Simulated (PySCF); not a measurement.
# CHF3: the cost of one run

The runs use PySCF 2.14.0, with density-fitted response routines of our own; the level of theory stands in each step. All values are computed, except where a source is named. Atoms are numbered from 0 throughout.

### Step 1. The starting structure

5 atoms, charge 0, multiplicity 1; geometry from: MMFF94s. The atoms were then displaced at random by about 0.03 Å, so the start is not that level's minimum.

Bonds of the start (Å): F0–C1 1.44, C1–F2 1.39, C1–F3 1.37, C1–H4 1.07.

### Step 2. Geometry optimisation at PBE0-D3(BJ)/def2-SVP

Job settings and geometry (Å):

```
{"job": {"xc": "PBE0", "basis": "def2-SVP", "d3": "d3bj", "grid": 1, "shake": 0.03, "kind": "geom"}, "charge": 0, "multiplicity": 1}
F      1.167480    -0.696540    -0.375150
C     -0.015520    -0.007900     0.065050
F     -1.135200    -0.707830    -0.361140
F      0.042000     1.229690    -0.519960
H      0.016090     0.072100     1.129090
```

Run with:

```bash
$ OMP_NUM_THREADS=1 python probes_run.py task.json out
```

This one command runs all jobs of the session in turn.

**Question.** How long does this first job take on 1 thread of Arm Neoverse V1, shared host, and how much memory does it need?

About 6.1 s, with a peak of 0.27 GiB.
